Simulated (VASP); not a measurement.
Computed with PBE GGA, VASP's PBE PAW potentials (set 64) (plane waves; VASP).

VASP input:

POSCAR:
```
CaF2
1
    0.0000000000     2.6645036983     2.6645036983
    2.6645036983    -0.0000000000     2.6645036983
    2.6645036983     2.6645036983     0.0000000000
Ca F
1 2
Direct
  0.0000000000   0.0000000000   0.0000000000
  0.2500000000   0.2500000000   0.2500000000
  0.7500000000   0.7500000000   0.7500000000
```

INCAR:
```
PREC=Accurate
SIGMA=0.05
EDIFFG=-0.02   # ionic stop
ISIF=3   # ions, shape and volume
ISMEAR=0
NSW=40   # most ionic steps
IBRION=2
GGA=PE   # PBE
EDIFF=1E-6   # SCF stop (eV)
LASPH=T
LCHARG=F
NELM=100   # most electronic steps
ALGO=Normal   # blocked Davidson
ENCUT=620   # plane-wave cut-off (eV)
LWAVE=F
SYSTEM=CaF2
LREAL=F
PSTRESS=100   # kbar
```

File KPOINTS:
```
Automatic mesh
0
Gamma
7 7 7
0 0 0
```

POTCAR, in this order: Ca_sv F (PBE.64 set). Program: vasp_std.

The resulting files:

OSZICAR:
```
       N       E                     dE             d eps       ncg     rms          rms(c)
DAV:   1     0.237623013891E+03    0.23762E+03   -0.15408E+04   640   0.176E+03
DAV:   2    -0.847307768306E+01   -0.24610E+03   -0.24186E+03   800   0.422E+02
DAV:   3    -0.181833372393E+02   -0.97103E+01   -0.97023E+01   776   0.938E+01
DAV:   4    -0.185126113068E+02   -0.32927E+00   -0.32920E+00  1048   0.130E+01
DAV:   5    -0.185146880237E+02   -0.20767E-02   -0.20767E-02   768   0.111E+00    0.798E+00
DAV:   6    -0.171953112808E+02    0.13194E+01   -0.68983E+00   664   0.193E+01    0.302E+00
DAV:   7    -0.171965002883E+02   -0.11890E-02   -0.18046E-01   840   0.392E+00    0.164E+00
DAV:   8    -0.172133401743E+02   -0.16840E-01   -0.34558E-02   800   0.234E+00    0.191E-01
DAV:   9    -0.172170714983E+02   -0.37313E-02   -0.69239E-03   808   0.700E-01    0.127E-01
DAV:  10    -0.172178775525E+02   -0.80605E-03   -0.11522E-03   832   0.257E-01    0.442E-02
DAV:  11    -0.172178907875E+02   -0.13235E-04   -0.13726E-04   720   0.122E-01    0.125E-02
DAV:  12    -0.172178968988E+02   -0.61113E-05   -0.20924E-05   864   0.438E-02    0.249E-03
DAV:  13    -0.172178973303E+02   -0.43147E-06   -0.15265E-06   664   0.120E-02
   1 F= -.14856504E+02 E0= -.14856504E+02  d E =-.148565E+02
```

### OUTCAR
```
------------------------ aborting loop because EDIFF is reached ----------------------------------------
  FORCE on cell =-STRESS in cart. coord.  units (eV):
  Direction    XX          YY          ZZ          XY          YZ          ZX
  --------------------------------------------------------------------------------------
  Total        2.3792767      2.3792767      2.3792767     -0.0000000      0.0000000     -0.0000000
  in kB      100.7573079    100.7573079    100.7573079     -0.0000000      0.0000000     -0.0000000
  external PRESSURE =       0.7573079 kB  Pullay stress =     100.0000000 kB
  volume of cell :       37.83
      direct lattice vectors                 reciprocal lattice vectors
     0.000000000  2.664503698  2.664503698    -0.187652207  0.187652207  0.187652207
     2.664503698  0.000000000  2.664503698     0.187652207 -0.187652207  0.187652207
     2.664503698  2.664503698  0.000000000     0.187652207  0.187652207 -0.187652207
 POSITION                                       TOTAL-FORCE (eV/Angst)
 -----------------------------------------------------------------------------------
      0.00000      0.00000      0.00000         0.000000     -0.000000      0.000000
      1.33225      1.33225      1.33225         0.000000      0.000000      0.000000
      3.99676      3.99676      3.99676        -0.000000     -0.000000     -0.000000
 -----------------------------------------------------------------------------------
    total drift:                                0.000000     -0.000000      0.000000
  FREE ENERGIE OF THE ION-ELECTRON SYSTEM (eV)
  ---------------------------------------------------
  free  energy   TOTEN  =       -17.2178973303 eV

  energy  without entropy=      -17.2178973303  energy(sigma->0) =      -17.21789733
  enthalpy is  TOTEN    =       -14.8565036567 eV   P V=        2.3613936736

 reached required accuracy - stopping structural energy minimisation
```
(Selected blocks of OUTCAR.)

The compound is CaF2 in the fluorite structure. It was relaxed first under an external pressure of 10 GPa.
